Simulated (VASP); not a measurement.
# ZnS (F-43m) in VASP: a series of runs, part 2 of 2

VASP 6.6.1. The steps go on from the part before.

### 4 Relaxation of cell and atoms, LDA

This run uses another cell than the first one, of 18.63 Å³/atom, 0.960 times its volume.

INCAR reads:

```
SYSTEM = ZnS
PREC = Accurate
ENCUT = 600
EDIFF = 1E-7
ISMEAR = 0
SIGMA = 0.03
LREAL = .False.
LASPH = .True.
NELM = 80
ALGO = Normal
ISIF = 3
LWAVE = .False.
LCHARG = .False.
IBRION = 2
NSW = 90
EDIFFG = -0.005
```

KPOINTS reads:

```
regular mesh
0
Gamma
  10 10 10
  0 0 0
```

POSCAR reads:

```
ZnS                                     
1.0
   -0.0000000000      2.6510812127      2.6510812127
    2.6510812127      0.0000000000      2.6510812127
    2.6510812127      2.6510812127     -0.0000000000
  Zn              S             
     1     1
Direct
     0.2500000000000000    0.2500000000000000    0.2500000000000000
     0.0000000000000000    0.0000000000000000    0.0000000000000000
```

Potentials or basis: VASP PAW LDA potentials, release 64 (Zn, S).

On the command line:

```
$ cat potpaw_LDA.64/Zn/POTCAR potpaw_LDA.64/S/POTCAR > POTCAR
$ mpirun -np 1 vasp_std > vasp.out
```

OUTCAR:

```text
SYSTEM = ZnS
   PREC = Accurate
   ENCUT = 600
   EDIFF = 1E-7
   ISMEAR = 0
   LREAL = .False.
   LASPH = .True.
   NELM = 80
   ISIF = 3
   IBRION = 2
   NSW = 90
   EDIFFG = -0.005

 ion  position               nearest neighbor table
   1  0.250  0.250  0.250-   2 2.30   2 2.30   2 2.30   2 2.30
   2  0.000  0.000  0.000-   1 2.30   1 2.30   1 2.30   1 2.30

  LATTYP: Found a face centered cubic cell.
 ALAT       =     5.3021624254

  Lattice vectors:

 A1 = (   0.0000000000,   2.6510812127,   2.6510812127)
[... 566 lines left out ...]
     10       6.2560      0.00000
     11       7.0874      0.00000
     12      11.2711      0.00000
     13      12.2486      0.00000

 [... further k-points ...]
[... 5 lines left out ...]
  --------------------------------------------------------------------------------------
  -------------------------------------------------------------------------------------
  Total       -0.0050942     -0.0050942     -0.0050942      0.0000000      0.0000000     -0.0000000
  in kB       -0.2190205     -0.2190205     -0.2190205      0.0000000      0.0000000     -0.0000000
  external PRESSURE =      -0.2190205 kB  Pullay stress =       0.0000000 kB

 VOLUME and BASIS-vectors are now :
 -----------------------------------------------------------------------------
  energy-cutoff  :      600.00
  volume of cell :       37.26
      direct lattice vectors                 reciprocal lattice vectors
     0.000000000  2.651081213  2.651081213    -0.188602295  0.188602295  0.188602295
     2.651081213  0.000000000  2.651081213     0.188602295 -0.188602295  0.188602295
     2.651081213  2.651081213  0.000000000     0.188602295  0.188602295 -0.188602295

 POSITION                                       TOTAL-FORCE (eV/Angst)
 -----------------------------------------------------------------------------------
      1.32554      1.32554      1.32554         0.000000      0.000000      0.000000
      0.00000      0.00000      0.00000        -0.000000     -0.000000     -0.000000
 -----------------------------------------------------------------------------------
    total drift:                                0.000000      0.000000      0.000000

  FREE ENERGIE OF THE ION-ELECTRON SYSTEM (eV)
  ---------------------------------------------------
  free  energy   TOTEN  =        -8.2081654647 eV

  energy  without entropy=       -8.2081654647  energy(sigma->0) =       -8.20816546

 reached required accuracy - stopping structural energy minimisation
```

OSZICAR:

```text
N       E                     dE             d eps       ncg     rms          rms(c)
DAV:   1     0.855884934293E+02    0.85588E+02   -0.95965E+03  1222   0.186E+03
DAV:   2    -0.222796298269E+01   -0.87816E+02   -0.83630E+02  1287   0.305E+02
DAV:   3    -0.856072028506E+01   -0.63328E+01   -0.62937E+01  1567   0.751E+01
DAV:   4    -0.864469794312E+01   -0.83978E-01   -0.83940E-01  1317   0.907E+00
DAV:   5    -0.864578502393E+01   -0.10871E-02   -0.10870E-02  1522   0.104E+00    0.761E+00
DAV:   6    -0.823994103299E+01    0.40584E+00   -0.98840E-01  1772   0.392E+01    0.585E+00
DAV:   7    -0.821469509800E+01    0.25246E-01   -0.33810E-01  1287   0.634E+00    0.277E+00
DAV:   8    -0.820877250283E+01    0.59226E-02   -0.58471E-03  1517   0.105E+00    0.711E-01
DAV:   9    -0.820814798834E+01    0.62451E-03   -0.10929E-03  1402   0.358E-01    0.105E-01
DAV:  10    -0.820816806134E+01   -0.20073E-04   -0.90203E-05  1352   0.103E-01    0.504E-02
DAV:  11    -0.820816539862E+01    0.26627E-05   -0.50580E-06  1747   0.566E-02    0.546E-03
DAV:  12    -0.820816548423E+01   -0.85611E-07   -0.11903E-06  1382   0.936E-03    0.174E-03
DAV:  13    -0.820816546473E+01    0.19500E-07   -0.73827E-08   716   0.635E-03
   1 F= -.82081655E+01 E0= -.82081655E+01  d E =-.820817E+01
```

Wall time 13 s (1 thread of Intel Xeon 6975P-C (Granite Rapids), shared host); peak memory 0.15 GiB.

What came out:

```yaml
Free_energy: -8.2082 eV
Pressure_after_relaxing: 0.0 GPa
Band_gap_on_the_k_mesh: 2.15 eV, direct
```

Final structure:
```
Zn S
1.0
     0.00000    2.65108    2.65108
     2.65108    0.00000    2.65108
     2.65108    2.65108    0.00000
Zn S
1 1
Direct
  0.25000 0.25000 0.25000
  0.00000 0.00000 0.00000
```

Caveat: the relaxation stopped at its first step, so nothing moved. A hybrid or GW would open this gap; LDA tends to underestimate it.

### 5 Relaxation of cell and atoms, PBE+D3(BJ)

This run uses another cell than the first one, of 19.73 Å³/atom, 1.017 times its volume.

INCAR reads:

```
SYSTEM = ZnS
  ALGO = Normal
  EDIFF = 1E-6
  EDIFFG = -0.01
  ENCUT = 600
  GGA = PE
  IBRION = 2
  ISIF = 3
  ISMEAR = 0
  IVDW = 12
  LASPH = .TRUE.
  LCHARG = .FALSE.
  LREAL = .FALSE.
  LWAVE = .FALSE.
  NELM = 80
  NSW = 90
  PREC = Accurate
  SIGMA = 0.03
```

KPOINTS reads:

```
k-points
0
G
  10 10 10
  0 0 0
```

POSCAR reads:

```
ZnS
1.0
    0.0000000000      2.7020000000      2.7020000000
    2.7020000000      0.0000000000      2.7020000000
    2.7020000000      2.7020000000      0.0000000000
Zn S
1 1
Direct
    0.2500000000      0.2500000000      0.2500000000
    0.0000000000      0.0000000000      0.0000000000
```

Potentials or basis: VASP PAW PBE potentials, release 64 (Zn, S).

On the command line:

```
$ cat potpaw_PBE.64/Zn/POTCAR potpaw_PBE.64/S/POTCAR > POTCAR
$ mpirun -np 1 vasp_std > vasp.out
```

It took 32 s on 1 thread of Intel Xeon Platinum 8488C (Sapphire Rapids), shared host; peak memory 0.2 GiB.

It converged, with:

| Property | Result |
| --- | --- |
| Free energy | -7.4654 eV |
| Relaxed volume | 19.46 Å³/atom |
| Relaxed cell | a = 3.804 Å, b = 3.804 Å, c = 3.804 Å, α = 60.00°, β = 60.00°, γ = 60.00° |
| Space group after relaxing (to 0.05 Å) | F-43m (No. 216) |
| Energy gained by relaxing | 0.9 meV/atom |
| Ionic steps | 3 |
| Pressure after relaxing | 0.0 GPa |
| Band gap on the k mesh | 2.18 eV, direct |
| Dispersion energy per atom | -0.313 eV |

Step by step:
| step | energy change (eV) | largest force (eV/Å) | pressure (GPa) | volume (Å³) |
| --- | --- | --- | --- | --- |
| 1 | 0.0000 | 0.0000 | -0.98 | 39.45 |
| 2 | -0.0016 | 0.0000 | 0.31 | 38.77 |
| 3 | -0.0017 | 0.0000 | 0.04 | 38.92 |

Final structure:
```
Zn S
1.0
     0.00000    2.68970    2.68970
     2.68970    0.00000    2.68970
     2.68970    2.68970    0.00000
Zn S
1 1
Direct
  0.25000 0.25000 0.25000
  0.00000 0.00000 0.00000
```

Levels at points of the mesh, in eV from the valence-band top:
| k point | band 7 | band 8 | band 9 | band 10 | band 11 | band 12 |
| --- | --- | --- | --- | --- | --- | --- |
| (0.00, 0.00, 0.00) | 0.00 | 0.00 | 0.00 | 2.18 | 6.39 | 6.39 |
| (0.50, 0.00, 0.00) | -5.38 | -0.89 | -0.89 | 3.34 | 6.92 | 6.92 |
| (0.50, 0.50, 0.00) | -4.61 | -2.27 | -2.27 | 3.38 | 4.07 | 11.08 |

### 6 Summary

```tsv
level	potentials or basis	gap on the mesh (eV)	pressure (GPa)
AM05	VASP PAW PBE potentials, release 64 (Zn, S)	2.17	0.0
LDA	VASP PAW LDA potentials, release 64 (Zn, S)	2.15	0.0
PBE+D3(BJ)	VASP PAW PBE potentials, release 64 (Zn, S)	2.18	0.0
```

Alike in all rows: task relaxation of cell and atoms; no spin polarisation; cell relaxed; k mesh 10 × 10 × 10; cutoff (eV) 600; smearing gaussian 0.03 eV.

Caveats: the relaxation stopped at its first step, so nothing moved (some runs); the PAW data sets were made with another functional, which shifts forces and pressure a little (some runs).

Total energies depend on the potentials used, so only differences within one code and one set of settings carry meaning.
